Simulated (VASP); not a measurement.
# Al32H (a cell with a defect) in VASP: further runs

The runs below take Al32H (a cell with a defect) through single point, with PBE+D3(BJ).

Program: VASP 6.6.1. These are calculated values, not measurements. Logs are shortened: lines on timing, memory, paths and dates and some standing lists are left out, and cuts for length are marked.

**1. The structure**

The cell holds a defect, 33 atoms: a = 8.100 Å, b = 8.100 Å, c = 8.100 Å, α = 90.00°, β = 90.00°, γ = 90.00°.

The cell was built by a generator and needn't be a form met in nature.

**2. Single point, PBE+D3(BJ)**

File INCAR:

```
PREC = Accurate
ENCUT = 520
EDIFF = 1E-6
ISMEAR = 0
SIGMA = 0.15
LREAL = Auto
LASPH = True
NELM = 80
ALGO = Normal
ISIF = 2
LWAVE = False
LCHARG = False
GGA = PE
IVDW = 12
NBANDS = 70
```

File KPOINTS:

```
regular mesh
0
Gamma
  1 1 1
```

File POSCAR:

```
Al32H
1.0
    8.1000000000      0.0000000000      0.0000000000
    0.0000000000      8.1000000000      0.0000000000
    0.0000000000      0.0000000000      8.1000000000
Al H
32 1
Direct
    0.5052443210     -0.0084886420     -0.0034380247
    0.7456658025      0.2481175309     -0.0019322222
    0.7612741975      0.0088083951      0.2388619753
    0.0023818519     -0.0089427160     -0.0022467901
    0.2689148148      0.2275275309      0.0186186420
    0.5057019753      0.4939119753     -0.0026085185
    0.7446564198      0.7513262963     -0.0044183951
    0.2465870370     -0.0086834568      0.2549108642
    0.5052528395      0.2501158025      0.2547003704
    0.7451354321      0.4920339506      0.2549983951
    0.4876079012      0.0088680247      0.5125276543
    0.7454350617      0.2501149383      0.4948819753
    0.7452238272     -0.0086828395      0.7535462963
   -0.0186355556      0.5156193827      0.0187704938
    0.2486470370      0.7512655556     -0.0023700000
    0.0020667901      0.2481170370      0.2544693827
    0.2487835802      0.4942101235      0.2545172840
    0.4869200000      0.7343945679      0.2380527160
    0.0035712346     -0.0084882716      0.4948904938
    0.2483965432      0.2489885185      0.4929058025
    0.5049371605      0.4931340741      0.4951962963
    0.7620788889      0.7343980247      0.5132120988
    0.2481549383     -0.0103430864      0.7519792593
    0.5072295062      0.2489883951      0.7517377778
    0.7456158025      0.4942108642      0.7513506173
    0.0045528395      0.7513267901      0.2554776543
    0.0027418519      0.4939130864      0.4944304938
    0.2467820988      0.7508133333      0.4946066667
   -0.0184834568      0.2275274074      0.7312201235
    0.2688666667      0.5151503704      0.7312677778
    0.5055274074      0.7508135802      0.7533520988
    0.0025033333      0.7512676543      0.7514858025
    0.6162037037      0.8713782716      0.3839271605
```

Potentials or basis: VASP PAW PBE potentials, release 64 (Al, H).

Command:

```
$ cat potpaw_PBE.64/Al/POTCAR potpaw_PBE.64/H/POTCAR > POTCAR
$ mpirun -np 1 vasp_gam > vasp.out
```

OUTCAR:

```text
PREC = Accurate
   ENCUT = 520
   EDIFF = 1E-6
   ISMEAR = 0
   LREAL = Auto
   LASPH = True
   NELM = 80
   ISIF = 2
   GGA = PE
   IVDW = 12
 IVDW          = 12

 ion  position               nearest neighbor table
   1  0.505  0.992  0.997-   5 2.71   7 2.75  13 2.77  31 2.77  15 2.85   2 2.85   3 2.86  18 2.86
                            23 2.87  24 2.88   9 2.96   8 2.96
   2  0.746  0.248  0.998-   3 2.75  24 2.78   6 2.78  25 2.82   1 2.85   9 2.85  10 2.87  13 2.87
                            29 2.89  14 2.89  16 2.94   4 2.94
   3  0.761  0.009  0.239-  33 2.00  16 2.75   2 2.75   4 2.77  12 2.85   9 2.85  19 2.86   1 2.86
                            26 2.87   7 2.87  11 3.13  22 3.14  18 3.14
   4  0.002  0.991  0.998-   3 2.77  15 2.78  32 2.78  23 2.82  26 2.85   7 2.85   8 2.87  13 2.87
                             5 2.89  29 2.89  16 2.94   2 2.94
   5  0.269  0.228  0.019-   1 2.71   9 2.71   8 2.71  17 2.89  16 2.89   4 2.89   6 2.89  23 2.90
                            24 2.90  29 3.29  30 3.29  14 3.30
   6  0.506  0.494  0.997-  18 2.76   2 2.78  25 2.78  24 2.81   7 2.84  10 2.85  31 2.87   9 2.87
                            30 2.89   5 2.89  17 2.94  15 2.95
   7  0.745  0.751  0.996-  14 2.71   1 2.75  31 2.76  13 2.76   6 2.84   4 2.85  18 2.87  25 2.87
                             3 2.87  32 2.88  10 2.97  26 2.98
   8  0.247  0.991  0.255-   5 2.71  28 2.75  26 2.76  19 2.77  20 2.84  15 2.85  18 2.85  11 2.86
                            16 2.87   4 2.87   1 2.96   9 2.96
   9  0.505  0.250  0.255-   5 2.71  12 2.75  10 2.76  21 2.77  20 2.84   2 2.85   3 2.85  11 2.86
[... 32 lines left out ...]
                            29 2.89  14 2.89  32 2.94  27 2.94
  26  0.005  0.751  0.255-  14 2.71  19 2.75  28 2.76   8 2.76  27 2.84   4 2.85  22 2.87   3 2.87
                            17 2.87  15 2.88  10 2.97   7 2.98
  27  0.003  0.494  0.494-  22 2.76  16 2.78  17 2.78  20 2.81  26 2.84  10 2.85  28 2.87  12 2.87
                            30 2.89  29 2.89  25 2.94  32 2.95
  28  0.247  0.751  0.495-  30 2.71   8 2.75  26 2.76  19 2.77  23 2.84  17 2.85  18 2.85  11 2.86
                            27 2.87  32 2.87  21 2.95  31 2.96
  29  0.982  0.228  0.731-  19 2.71  12 2.71  13 2.71  25 2.89   2 2.89   4 2.89  27 2.89  23 2.90
                            20 2.90   5 3.29  30 3.29  14 3.30
  30  0.269  0.515  0.731-  21 2.71  31 2.71  28 2.71  15 2.89  32 2.89   6 2.89  27 2.89  20 2.90
                            24 2.90  29 3.29   5 3.29  14 3.29
  31  0.506  0.751  0.753-  30 2.71  13 2.75   7 2.76   1 2.77  23 2.84  25 2.85  22 2.85  11 2.86
                             6 2.87  15 2.87  21 2.95  28 2.96
  32  0.003  0.751  0.751-  22 2.75  23 2.77   4 2.78  15 2.82  19 2.85  13 2.85  28 2.87   7 2.88
                            30 2.89  14 2.89  25 2.94  27 2.95
  33  0.616  0.871  0.384-  11 1.85  22 1.93  18 1.93   3 2.00

  LATTYP: Found a simple cubic cell.
 ALAT       =     8.1000000000

  Lattice vectors:

 A1 = (   8.1000000000,   0.0000000000,   0.0000000000)
 A2 = (   0.0000000000,   8.1000000000,   0.0000000000)
 A3 = (   0.0000000000,   0.0000000000,   8.1000000000)

Analysis of symmetry for initial positions (statically):
=====================================================================
 Subroutine PRICEL returns:
 Original cell was already a primitive cell.

 Routine SETGRP: Setting up the symmetry group for a
 simple cubic supercell.

 Subroutine GETGRP returns: Found  2 space group operations
 (whereof  1 operations were pure point group operations)
 out of a pool of 48 trial point group operations.

The static configuration has the point symmetry C_1 .
 The point group associated with its full space group is C_1h.

Analysis of symmetry for dynamics (positions and initial velocities):
=====================================================================
 Subroutine PRICEL returns:
 Original cell was already a primitive cell.

 Routine SETGRP: Setting up the symmetry group for a
 simple cubic supercell.

 Subroutine GETGRP returns: Found  2 space group operations
 (whereof  1 operations were pure point group operations)
 out of a pool of 48 trial point group operations.

The dynamic configuration has the point symmetry C_1 .
 The point group associated with its full space group is C_1h.

 Subroutine INISYM returns: Found  2 space group operations
 (whereof  1 operations are pure point group operations),
 and found     1 'primitive' translations

----------------------------------------------------------------------------------------

                                     Primitive cell

  volume of cell :     531.4410

  direct lattice vectors                    reciprocal lattice vectors
     8.100000000  0.000000000  0.000000000     0.123456790  0.000000000  0.000000000
     0.000000000  8.100000000  0.000000000     0.000000000  0.123456790  0.000000000
[... 84 lines left out ...]
 Generating k-lattice:

  Cartesian coordinates                     Fractional coordinates (reciprocal lattice)
     0.123456790  0.000000000  0.000000000     1.000000000  0.000000000  0.000000000
     0.000000000  0.123456790  0.000000000     0.000000000  1.000000000  0.000000000
     0.000000000  0.000000000  0.123456790     0.000000000  0.000000000  1.000000000

  Length of vectors
     0.123456790  0.123456790  0.123456790

  Shift w.r.t. Gamma in fractional coordinates (k-lattice)
     0.000000000  0.000000000  0.000000000

 Subroutine IBZKPT returns following result:
 ===========================================

 Found      1 irreducible k-points:

 Following reciprocal coordinates:
            Coordinates               Weight
  0.000000  0.000000  0.000000      1.000000
   k-points           NKPTS =      1   k-points in BZ     NKDIM =      1   number of bands    NBANDS=     70
   number of dos      NEDOS =    301   number of ions     NIONS =     33
   total plane-waves  NPLWV = 216000
   dimension x,y,z NGX =    60 NGY =   60 NGZ =   60
   dimension x,y,z NGXF=   120 NGYF=  120 NGZF=  120
   ions per type =              32   1
   NGX,Y,Z   is equivalent  to a cutoff of  12.31, 12.31, 12.31 a.u.
   NGXF,Y,Z  is equivalent  to a cutoff of  24.63, 24.63, 24.63 a.u.
 SYSTEM =  unknown system
   PREC   = accura    normal or accurate (medium, high low for compatibility)
   ISTART =      0    job   : 0-new  1-cont  2-samecut
   ICHARG =      2    charge: 1-file 2-atom 10-const
   ISPIN  =      1    spin polarized calculation?
   LNONCOLLINEAR =      F non collinear calculations
   LSORBIT =      F    spin-orbit coupling
   LASPH  =      T    aspherical Exc in radial PAW
   ENCUT  =  520.0 eV  38.22 Ry    6.18 a.u.  15.06 15.06 15.06*2*pi/ulx,y,z
   NELM   =     80;   NELMIN=  2; NELMDL= -5     # of ELM steps
   EDIFF  = 0.1E-05   stopping-criterion for ELM
   LREAL  =      T    real-space projection
   EDIFFG = 0.1E-04   stopping-criterion for IOM
   NSW    =      0    number of steps for IOM
   IBRION =     -1    ionic relax: 0-MD 1-quasi-New 2-CG
   NFREE  =      0    steps in history (QN), initial steepest desc. (CG)
   ISIF   =      2    stress and relaxation
   ISYM   =      2    0-nonsym 1-usesym 2-fastsym
   POTIM  = 0.5000    time-step for ionic-motion
   TEBEG  =    0.0;   TEEND  =   0.0 temperature during run
   PSTRESS=    0.0 pullay stress
   NELECT =      97.0000    total number of electrons
   NUPDOWN=      -1.0000    fix difference up-down
   EMIN   =  10.00;   EMAX   =-10.00  energy-range for DOS
   EFERMI =   0.00;   METHOD = LEGACY
   ISMEAR =     0;   SIGMA  =   0.15  broadening in eV -4-tet -1-fermi 0-gaus
   EFERMI_NEDOS =   21; number of points for ismear=-14 and -15
   IALGO  =     38    algorithm
   IMIX   =      4    mixing-type and parameters
     AMIX     =   0.40;   BMIX     =  1.00
     AMIX_MAG =   1.60;   BMIX_MAG =  1.00
  volume/ion in A,a.u.               =      16.10       108.68
  Fermi-wavevector in a.u.,A,eV,Ry     =   0.928639  1.754874 11.733269  0.862371
  Thomas-Fermi vector in A             =   2.054837
   LORBIT       =      0    0 simple, 1 ext, 2 COOP (PROOUT), +10 PAW based schemes
   GGA     = PE    functional components
   LHFCALC =     F    Hartree Fock is set to
   AEXX    =    0.0000 exact exchange contribution
   IVDW    =    12    specifies the selected vdW correction
   LEPSILON=     F    determine dielectric tensor
   LRPA    =     F    only Hartree local field effects (RPA)
 non-spin polarized calculation
 Gauss-broadening in eV      SIGMA  =   0.15
  energy-cutoff  :      520.00
  volume of cell :      531.44
 maximum number of plane-waves:      7122
   NGX = 31   NGY = 31   NGZ = 31

 number of electron      97.0000000 magnetization

 Free energy of the ion-electron system (eV)
  ---------------------------------------------------
  ext. energy  EPLUGINS =         0.00000000
  ---------------------------------------------------
  free energy    TOTEN  =      -106.05939229 eV

  energy without entropy =     -105.90197738  energy(sigma->0) =     -105.98068483

 E-fermi :   8.2717     XC(G=0): -10.1896

 val. band max:        7.8715740149   @ k =   0.0000   0.0000   0.0000
 cond. band min:       8.3613033620   @ k =   0.0000   0.0000   0.0000
 fundamental gap:      0.4897293471
 Fermi energy:         8.2717058233

 k-point     1 :       0.0000    0.0000    0.0000
  band No.  band energies     occupation
      1      -3.2763      2.00000
      2      -1.3128      2.00000
      3      -1.0878      2.00000
      4      -1.0869      2.00000
      5      -0.9629      2.00000
      6      -0.9624      2.00000
[... 52 lines left out ...]
     59       9.0056      0.00000
     60       9.0215      0.00000
 [bands above 60 left out]

------------------------ aborting loop because EDIFF is reached ----------------------------------------

 Edisp (eV)  -10.83760

 E8    (eV) :    -4.8267

  FORCE on cell =-STRESS in cart. coord.  units (eV):
  Direction    XX          YY          ZZ          XY          YZ          ZX
  --------------------------------------------------------------------------------------
  -------------------------------------------------------------------------------------
  Total     -19.48772   -19.58674   -19.48772     0.13250    -0.13250     0.05269
  in kB     -58.75117   -59.04969   -58.75117     0.39946    -0.39946     0.15884
  external pressure =      -58.85 kB  Pullay stress =        0.00 kB

 VOLUME and BASIS-vectors are now :
 -----------------------------------------------------------------------------
  energy-cutoff  :      520.00
  volume of cell :      531.44
      direct lattice vectors                 reciprocal lattice vectors
     8.100000000  0.000000000  0.000000000     0.123456790  0.000000000  0.000000000
     0.000000000  8.100000000  0.000000000     0.000000000  0.123456790  0.000000000
     0.000000000  0.000000000  8.100000000     0.000000000  0.000000000  0.123456790

 POSITION                                       TOTAL-FORCE (eV/Angst)
 -----------------------------------------------------------------------------------
      4.09248      8.03124      8.07215        -0.005171     -0.003106      0.003970
      6.03989      2.00975      8.08435        -0.015243      0.001422      0.000257
      6.16632      0.07135      1.93478         0.015872      0.012982     -0.015872
      0.01929      8.02756      8.08180        -0.008631     -0.008367      0.008631
      2.17821      1.84297      0.15081        -0.001348     -0.002630      0.006151
      4.09619      4.00069      8.07887         0.000347      0.009760      0.012514
[... 25 lines left out ...]
      0.02028      6.08527      6.08704         0.002217      0.012646      0.011082
      4.99125      7.05816      3.10981         0.161275     -0.045881     -0.161275
 -----------------------------------------------------------------------------------
    total drift:                                0.002806      0.006914      0.018489

  FREE ENERGIE OF THE ION-ELECTRON SYSTEM (eV)
  ---------------------------------------------------
  free  energy   TOTEN  =      -116.8969928573 eV

  energy  without entropy=     -116.7395779528  energy(sigma->0) =     -116.81828541
```

It took 1.9 min on 1 thread of Intel Xeon Platinum 8488C (Sapphire Rapids), shared host; peak memory 0.43 GiB.

Results:

* Free energy: -116.8970 eV
* Pressure: -5.9 GPa
* Largest force: 0.233 eV/Å
* Band gap on the k mesh: none (metal or under the smearing width)
* Dispersion energy per atom: -0.328 eV

Forces in eV/Å, atoms in the order of the input:
```
Al  -0.005 -0.003  0.004
Al  -0.015  0.001  0.000
Al   0.016  0.013 -0.016
Al  -0.009 -0.008  0.009
Al  -0.001 -0.003  0.006
Al   0.000  0.010  0.013
Al   0.003 -0.001  0.009
Al  -0.006  0.000 -0.001
Al  -0.004 -0.001  0.003
Al  -0.003  0.006  0.003
Al  -0.023  0.007  0.023
Al  -0.003 -0.001  0.004
Al   0.001  0.000  0.006
Al  -0.003 -0.013  0.003
Al  -0.011  0.013 -0.002
Al   0.000  0.001  0.015
Al  -0.005  0.005  0.016
Al   0.002 -0.001  0.014
Al  -0.004 -0.003  0.005
Al  -0.004 -0.006  0.016
Al  -0.001  0.004  0.001
Al  -0.014 -0.001 -0.002
Al   0.002  0.007 -0.002
Al  -0.016 -0.006  0.004
Al  -0.016  0.005  0.005
Al  -0.009 -0.001 -0.003
Al  -0.013  0.010  0.000
Al  -0.006  0.003  0.013
Al  -0.006 -0.003  0.001
Al   0.003 -0.002 -0.003
Al  -0.013  0.003  0.006
Al   0.002  0.013  0.011
H    0.161 -0.046 -0.161
```

Levels at points of the mesh, in eV from the Fermi level:
| k point | band 46 | band 47 | band 48 | band 49 | band 50 | band 51 |
| --- | --- | --- | --- | --- | --- | --- |
| (0.00, 0.00, 0.00) | -0.41 | -0.41 | -0.40 | 0.09 | 0.09 | 0.13 |

**3. Single point, PBE+D3(BJ)**

File INCAR:

```
SYSTEM = Al32H
PREC = Accurate
ENCUT = 520
EDIFF = 1E-7
ISMEAR = 0
SIGMA = 0.15
LREAL = Auto
LASPH = .True.
NELM = 100
ALGO = Fast
ISIF = 2
LWAVE = .False.
LCHARG = .True.
GGA = PE
IVDW = 12
LELF = .True.
LVHAR = .True.
NBANDS = 70
```

File KPOINTS:

```
regular mesh
0
Gamma
  1 1 1
  0 0 0
```

File POSCAR:

```
Al32H
1.0
    8.1000000000      0.0000000000      0.0000000000
    0.0000000000      8.1000000000      0.0000000000
    0.0000000000      0.0000000000      8.1000000000
Al H
32 1
Direct
    0.5024737037     -0.0052218519     -0.0055379012
    0.7542346914      0.2466607407      0.0017302469
    0.7571777778      0.0053225926      0.2430191358
   -0.0016075309      0.0020712346      0.0018004938
    0.2603196296      0.2349228395      0.0133700000
    0.5080504938      0.4955986420     -0.0025080247
    0.7465908642      0.7503140741     -0.0055958025
    0.2451627160     -0.0069288889      0.2554267901
    0.5023465432      0.2538290123      0.2535267901
    0.7450233333      0.4933891358      0.2551671605
    0.4916518519      0.0077775309      0.5085433333
    0.7466659259      0.2538307407      0.4978511111
    0.7447649383     -0.0069280247      0.7550261728
   -0.0133730864      0.5087887654      0.0135664198
    0.2474169136      0.7558804938     -0.0024097531
   -0.0015380247      0.2466600000      0.2459624691
    0.2504401235      0.4985776543      0.2568456790
    0.4921107407      0.7404182716      0.2414623457
    0.0057265432     -0.0052235802      0.4977241975
    0.2473822222      0.2511480247      0.4920277778
    0.5024943210      0.5010286420      0.4976980247
    0.7587019753      0.7404283951      0.5080741975
    0.2503219753     -0.0088565432      0.7498708642
    0.5081711111      0.2511495062      0.7528114815
    0.7433491358      0.4985786420      0.7497519753
    0.0057829630      0.7503141975      0.2536030864
    0.0026902469      0.4956065432      0.4921451852
    0.2531480247      0.7509106173      0.4973808642
   -0.0131783951      0.2349209877      0.7398804938
    0.2583470370      0.5064227160      0.7418465432
    0.5028103704      0.7509093827      0.7470365432
    0.0025935802      0.7558835802      0.7527688889
    0.5563414815      0.8059369136      0.4438144444
```

Potentials or basis: VASP PAW PBE potentials, release 64 (Al, H).

Command:

```
$ cat potpaw_PBE.64/Al/POTCAR potpaw_PBE.64/H/POTCAR > POTCAR
$ mpirun -np 1 vasp_gam > vasp.out
```

Run time: 2.1 min. Hardware: 1 thread of Intel Xeon Platinum 8488C (Sapphire Rapids), shared host; peak memory 0.47 GiB.

The run converged. Its results:

| Item | Value |
| --- | --- |
| Free energy | -116.8282 eV |
| Pressure | -6.2 GPa |
| Largest force | 0.525 eV/Å |
| Band gap on the k mesh | none (metal or under the smearing width) |
| Dispersion energy per atom | -0.328 eV |

Forces on the atoms (eV/Å):
```
Al  -0.011  0.023 -0.009
Al   0.036 -0.006  0.003
Al  -0.018 -0.022  0.018
Al  -0.006  0.049  0.006
Al  -0.032  0.043 -0.045
Al   0.010  0.012  0.002
Al   0.018  0.000 -0.005
Al   0.015  0.014 -0.016
Al  -0.007  0.012 -0.022
Al   0.007  0.018 -0.008
Al   0.042 -0.019 -0.041
Al   0.021  0.012  0.006
Al   0.015  0.015 -0.015
Al   0.045 -0.035 -0.045
Al   0.010  0.015 -0.004
Al  -0.004 -0.006 -0.037
Al   0.020  0.021 -0.007
Al   0.045  0.030  0.012
Al   0.008  0.022  0.010
Al   0.008  0.001 -0.004
Al   0.008  0.030 -0.008
Al  -0.011  0.030 -0.044
Al   0.023  0.013 -0.021
Al   0.004  0.002 -0.009
Al   0.008  0.019 -0.022
Al   0.004  0.000 -0.020
Al  -0.001  0.012 -0.009
Al   0.027  0.001  0.000
Al   0.045  0.044  0.032
Al  -0.041 -0.047  0.043
Al  -0.001  0.002 -0.027
Al   0.004  0.015 -0.011
H   -0.294 -0.320  0.295
```

Stress tensor (GPa, compression positive):
```
-6.14  0.22 -0.22
 0.22 -6.19 -0.22
-0.22 -0.22 -6.14
```

Levels at points of the mesh, in eV from the Fermi level:
```
           k point  band 46  band 47  band 48  band 49  band 50  band 51  band 52  band 53
(0.00, 0.00, 0.00)    -0.22    -0.14    -0.09    -0.09     0.33     0.34     0.87     0.87
```

(Continued in part 2 of 3.)
